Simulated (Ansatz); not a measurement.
# A series in volume per atom on Se

Equation of state of a cubic crystal from periodic Kohn-Sham density functional theory without spin; pressure corrected for the finite basis. The results are calculated, by Ansatz 0.2.0 development build.

Cell of the first row (space group Fd-3m, No. 227):
```
CELL_PARAMETERS angstrom
0.00000 3.10180 3.10180
3.10180 0.00000 3.10180
3.10180 3.10180 0.00000
ATOMIC_POSITIONS crystal
Se 0.00000 0.00000 0.00000
Se 0.25000 0.25000 0.25000
```

Settings of every row: formula Se; structure type diamond; functional PBE; spin treatment none; k mesh 10x10x10; occupation method fermi-dirac; occupation width 0.061225619 eV; wave cutoff 420 eV; datasets soft-1 PAW; density cutoff ratio 4.

Limits: a cubic model structure, not a phase known at ambient conditions; modest k-mesh, values are not fully converged in k.

```
row  volume per atom (Å³)  energy above lowest point (meV/atom)  pressure (GPa)
  1                29.844                                  14.9           2.679
  2                30.479                                     ?               ?
  3                31.114                                  1.46            0.78
  4                31.748                                     0          -0.031
  5                32.383                                  1.59          -0.762
  6                33.019                                  5.94          -1.422
  7                33.653                                 12.78          -2.018
```

Question: what energy above lowest point and pressure should row 2 give?

Worked fit of energy above lowest point. Take u = (V_r/V)^(2/3) − 1 with V_r = 32.066 Å³ an atom, which is twice the finite (Eulerian) strain; such expansions in the strain, on which the Birch-Murnaghan equation of state is built, carry the rest volume and the bulk modulus. The shown rows have u = 0.04904, 0.0203, 0.00667, -0.00654, -0.01934, -0.03169. Least squares give energy above lowest point = 0.428 − 120.99 × u + 8483.8 × u² meV/atom; a straight line predicts inner rows, each left out in turn, worse (root mean square 5.7 against 0.0085 meV/atom). The rows lie off it by 0.00, -0.01, 0.00, 0.01, 0.00, 0.00. Its lowest point lies at u = 0.0071, or V = 31.73 Å³ an atom, and the curvature there gives the bulk modulus at fixed shape and fractions, B = (4/9)(1 + u)² E″(u)/V = 38.6 GPa. The withheld row has u = 0.03442, so the fit gives 0.428 − 120.99 × (0.03442) + 8483.8 × (0.03442)² = 6.31 meV/atom.

The calculation gave 6.3 meV/atom. The fit lies 0.01 meV/atom (0.067 % of the column's range) above it, one unit of the last digit.

Worked fit of pressure. Take u = (V_r/V)^(2/3) − 1 with V_r = 32.066 Å³ an atom, which is twice the finite (Eulerian) strain; such expansions in the strain, on which the Birch-Murnaghan equation of state is built, carry the rest volume and the bulk modulus. The shown rows have u = 0.04904, 0.0203, 0.00667, -0.00654, -0.01934, -0.03169. Least squares give pressure = −0.406 + 55.353 × u + 146.65 × u² + 151.6 × u³ GPa; a parabola predicts inner rows, each left out in turn, worse (root mean square 0.003 against 0.0016 GPa). The rows lie off it by 0.000, 0.001, -0.001, 0.000, 0.001, 0.000. The pressure vanishes at u = 0.0072, or V = 31.72 Å³ an atom, and there the bulk modulus at fixed shape and fractions is B = −V dP/dV = (2/3)(1 + u) dP/du = 38.6 GPa. The withheld row has u = 0.03442, so the fit gives −0.406 + 55.353 × (0.03442) + 146.65 × (0.03442)² + 151.6 × (0.03442)³ = 1.679 GPa.

The calculation gave 1.68 GPa. The fit lies 0.001 GPa (0.021 % of the column's range) below it, one unit of the last digit.
